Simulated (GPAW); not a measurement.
Input of a GPAW 26.7.0 run:

The input run.py:

```python
from ase import Atoms
from ase.filters import FrechetCellFilter
from ase.io import write
from ase.optimize import BFGS
from ase.units import GPa
from gpaw import GPAW, PW, setup_paths

setup_paths.insert(0, '.')

atoms = Atoms(['Ni', 'Ni', 'Ni', 'Al'],
              cell=[[3.5230547267, 0.0, 0.0],
                    [0.0, 3.5230547267, 0.0],
                    [0.0, 0.0, 3.5230547267]],
              scaled_positions=[[0.5, 0.5, 0.0],
                                [0.5, 0.0, 0.5],
                                [0.0, 0.5, 0.5],
                                [0.0, 0.0, 0.0]],
              pbc=True)
atoms.set_initial_magnetic_moments([1.0, 1.0, 1.0, 0.0])

calc = GPAW(mode=PW(600),
            xc='PBEsol',
            kpts={'size': (6, 6, 6), 'gamma': True},
            occupations={'name': 'fermi-dirac', 'width': 0.05},
            nbands=45,
            convergence={'density': 1e-05, 'forces': 0.0001},
            maxiter=150,
            txt='gpaw.txt')
atoms.calc = calc
opt = BFGS(FrechetCellFilter(atoms, scalar_pressure=10 * GPa), trajectory='relax.traj', logfile='-')
done = opt.run(fmax=0.02, steps=60)
calc.write('gs.gpw')
write('result.traj', atoms)
print('Converged:', done)
print('Cell:', atoms.cell.cellpar().round(4))
print('Volume:', round(atoms.get_volume(), 4))
print(atoms.get_scaled_positions().round(5))
```

Potentials or basis: PAW data sets generated in the run's folder for this functional, pw.

Command:

```console
$ gpaw-setup -f PBEsol Al Ni
$ OMP_NUM_THREADS=1 python run.py
```

Q: Estimate the net moment.

A: 0.63 μB per cell.

Q: Estimate the site moments.

A: Ni +0.23; Al -0.01 μB.

Q: What does it give for the relaxed cell?

A: a = 3.480 Å, b = 3.480 Å, c = 3.480 Å, α = 90.00°, β = 90.00°, γ = 90.00°.

Q: Estimate the band gap on the k mesh.

A: None (metal or under the smearing width).

The path:
```tsv
step	energy change (eV)	largest force (eV/Å)	pressure (GPa)	volume (Å³)
1	0.0000	0.0000	1.39	43.73
2	0.0036	0.0000	2.75	43.45
3	0.0598	0.0000	10.36	42.07
4	0.0558	0.0000	9.98	42.13
```

Caveat: each step starts from the last one's moments, so a moment once lost doesn't come back; the stock nickel data set gives pressures a few GPa off other programs; later steps reuse the first step's grids.
